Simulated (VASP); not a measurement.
Set up this calculation in VASP 6.6.1, as the native input.

```
Task                   : relaxation of cell and atoms
Functional             : PBE
Potentials or basis    : VASP PAW PBE potentials, release 64 (Nb_sv)
Cutoff                 : 600 eV
k mesh                 : 17 × 17 × 17
Occupations            : fermi-dirac, width 0.05 eV
Spin                   : no spin polarisation
Dipole correction      : no
Further INCAR settings : ALGO = Normal; EDIFF = 1e-06; IBRION = 2; EDIFFG = -0.005; NSW = 45; ISIF = 3
```

The structure of Nb lies in POSCAR:

```
Nb
1.0
    0.0000000000      2.1093293374      2.1093293374
    2.1093293374      0.0000000000      2.1093293374
    2.1093293374      2.1093293374      0.0000000000
Nb
1
Direct
    0.0000000000      0.0000000000      0.0000000000
```

This isn't the form of Nb at room conditions, which is bcc.

The input as run:

INCAR

```
SYSTEM = Nb
  PREC = Accurate
  ENCUT = 600
  EDIFF = 1E-6
  ISMEAR = -1
  SIGMA = 0.05
  LREAL = .FALSE.
  LASPH = .TRUE.
  NELM = 100
  ALGO = Normal
  ISIF = 3
  LWAVE = .FALSE.
  LCHARG = .FALSE.
  GGA = PE
  IBRION = 2
  NSW = 45
  EDIFFG = -0.005
```

KPOINTS

```
Automatic mesh
0
G
  17 17 17
  0 0 0
```

Potentials or basis: VASP PAW PBE potentials, release 64 (Nb_sv).

Run with:

```bash
$ cat potpaw_PBE.64/Nb_sv/POTCAR > POTCAR
$ mpirun -np 1 vasp_std > vasp.out
```

It gave:

```
Relaxed volume                         : 18.73 Å³/atom
Relaxed cell                           : a = 2.981 Å, b = 2.981 Å, c = 2.981 Å, α = 60.00°, β = 60.00°, γ = 60.00°
Space group after relaxing (to 0.05 Å) : Fm-3m (No. 225)
Energy gained by relaxing              : 0.0 meV/atom
Ionic steps                            : 3
Pressure after relaxing                : 0.0 GPa
Band gap on the k mesh                 : none (metal or under the smearing width)
```

Run time: 33 s on 1 thread of Intel(R) Xeon(R) Platinum 8488C (Sapphire Rapids), on a shared host, peak memory 0.17 GiB.
